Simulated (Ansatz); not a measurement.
The system is TiSi2.

```
Ti Si
1.0
    -1.47287    1.71213    4.21208
     1.47287   -1.71213    4.21208
     1.47287    1.71213   -4.21208
Ti Si
1 2
Direct
  0.00000 0.00000 0.00000
  0.67008 0.67008 0.00000
  0.32992 0.32992 0.00000
```

The cell comes from a database or a generator and needn't be the stable form of this composition.

- Program: Ansatz 0.2.0
- Task: single point
- Functional: PBEsol
- Potentials or basis: Ansatz PAW
- Cutoff: 420 eV (not typed: the program's choice for these potentials)
- k mesh: 12 × 12 × 12
- Occupations: fermi-dirac, width 0.05 eV
- Spin: no spin polarisation

On this cell: pressure -3.6 GPa; largest force 0.067 eV/Å; band gap on the k mesh none (metal or under the smearing width).

The same run follows on a disturbed copy (atoms moved at random, drawn with an rms of 0.05 Å):

```
Ti Si
1.0
    -1.47287    1.71213    4.21208
     1.47287   -1.71213    4.21208
     1.47287    1.71213   -4.21208
Ti Si
1 2
Direct
  0.99363 0.00244 0.00629
  0.68330 0.66758 0.01412
  0.33705 0.31549 0.99488
```

Problem. What does the disturbed cell give?

Solution. The energy (extrapolated to zero smearing) moves by +6.7 meV/atom; pressure -3.4 GPa; largest force 0.523 eV/Å; band gap on the k mesh none (metal or under the smearing width).

Forces on the atoms (eV/Å):
```
Ti  -0.263  0.369  0.262
Si   0.041 -0.260 -0.158
Si   0.223 -0.109 -0.103
```

Stress tensor (GPa, compression positive):
```
-2.71 -0.08 -0.19
-0.08 -3.41  0.09
-0.19  0.09 -3.98
```

Caveats: the PAW data sets come from PBE, with cores solved anew for the run's functional, which leaves a small shift of forces and pressure.
